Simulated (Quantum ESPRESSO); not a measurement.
## PtS2 in Quantum ESPRESSO: the effect of functional

PtS2:

```
CELL_PARAMETERS angstrom
3.54320 0.00000 0.00000
-1.77160 3.06850 0.00000
0.00000 0.00000 5.03880
ATOMIC_POSITIONS crystal
Pt 0.00000 0.00000 0.00000
S 0.66667 0.33333 0.77300
S 0.33333 0.66667 0.22700
```

Alike in all runs:

| Item | Value |
| --- | --- |
| Program | Quantum ESPRESSO 7.5 |
| Task | phonon dispersion |
| Cutoff | 612 eV |
| Density cutoff | 4898 eV |
| k mesh | 4 × 4 × 2, shifted |
| Occupations | fermi-dirac, width 0.05 eV |
| Spin | no spin polarisation |

Each run relaxes the cell or the atoms first.

| functional | potentials or basis | relaxed volume (Å³/atom) | highest phonon frequency (cm⁻¹) |
| --- | --- | --- | --- |
| LDA | GBRV 1.5 LDA | 16.72 | 374 |
| PBE | GBRV 1.5 PBE | ? | ? |
| PBEsol | GBRV 1.5 PBEsol | 17.36 | 363 |

Question: What does the run with functional PBE give?

Answer: Relaxed volume 20.32 Å³/atom; highest phonon frequency 344 cm⁻¹.

Caveats: all runs use coarse meshes; the layers were relaxed without a dispersion term, so their spacing and the soft interlayer modes are unreliable; this functional lacks dispersion, which binds the layers, so the pressure and a relaxed spacing across them are unreliable (some runs).
